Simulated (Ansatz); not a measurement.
Start of a relaxation of SiGe3:

```yaml
crystal:
  lattice:
    - [-2.80000, 2.80000, 5.60000]
    - [2.80000, -2.80000, 5.60000]
    - [2.80000, 2.80000, -5.60000]
  atoms:
    - { symbol: Si, position: [0.00000, 0.00000, 0.00000] }
    - { symbol: Si, position: [0.75000, 0.25000, 0.50000] }
    - { symbol: Ge, position: [0.62500, 0.62500, 0.50000] }
    - { symbol: Ge, position: [0.50000, 0.50000, 0.00000] }
    - { symbol: Ge, position: [0.12500, 0.12500, 0.50000] }
    - { symbol: Ge, position: [0.37500, 0.87500, 0.00000] }
    - { symbol: Ge, position: [0.87500, 0.37500, 0.00000] }
    - { symbol: Ge, position: [0.25000, 0.75000, 0.50000] }
```

Level of theory: DFT PBE, scalar-relativistic, plane waves, PAW in Ansatz 0.2.0. Cutoff 420 eV, Gaussian smearing, Γ-centred meshes. Cell and atoms relax first on a coarse mesh, the cell is then made exact in the group found at 0.06 to 0.08 Å, and last on a converged mesh; the steps can't lower the symmetry of their start. No spin polarisation.

A guess keeps its type if space group and coordination stay and the shape of the cell changes little (axis ratios within about 15 %, angles within 6°); the volume may change.

Question: Does this structure survive the relaxation?

Answer: It keeps its type. The symmetry stays I-42d (No. 122). The volume per atom grows by 4.2 %, from 22.0 to 22.9 Å³. The shortest distance goes from 2.42 Å (Si–Ge and Ge–Ge) to 2.43 Å (Si–Ge). The ratio c/a of the conventional cell changes by a factor of 1.00. Counting neighbours within 15 % of an atom's shortest distance, the start has Ge 4, Si 4 and the end Ge 4, Si 4.

The last run used a 10×10×10 mesh for its 8-atom cell and Gaussian smearing of 0.02 eV. A structure relaxed within its symmetry needn't be a true minimum.
